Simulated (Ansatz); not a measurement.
A distorted cell of LiI (rock salt):

```yaml
crystal:
  lattice:
    - [0.00000, 2.99572, 2.91582]
    - [2.99572, 0.00000, 2.91582]
    - [2.99572, 2.99572, 0.00000]
  atoms:
    - { symbol: I, position: [0.00000, 0.00000, 0.00000] }
    - { symbol: Li, position: [0.50000, 0.50000, 0.50000] }
```

The numbers are results of PBE (plane waves to 420 eV, PAW, scalar-relativistic; Ansatz, a first-principles code), not measurements. k mesh 10×10×10 (Γ-centred), Fermi-Dirac smearing 0.05 eV. E stands for the smeared free energy. Stress and pressure are positive under compression. LiI was relaxed with its symmetry unable to fall. Spin-orbit coupling is left out, though I is heavy.

Give the stress tensor in GPa and the pressure.


```
   0.68     0.00     0.00
   0.00     0.68     0.00
   0.00     0.00     1.42
```
The pressure, a third of the trace, is 0.93 GPa.

It is the relaxed cell deformed to V/V₀ = 0.960, (c/a)/(c/a)₀ = 0.973, c along z, fractional positions held. What is its energy relative to the relaxed cell?

4.0 meV/atom.

(A scan under strain: stresses follow from slopes of the energy per volume, elastic moduli from its curvatures.)
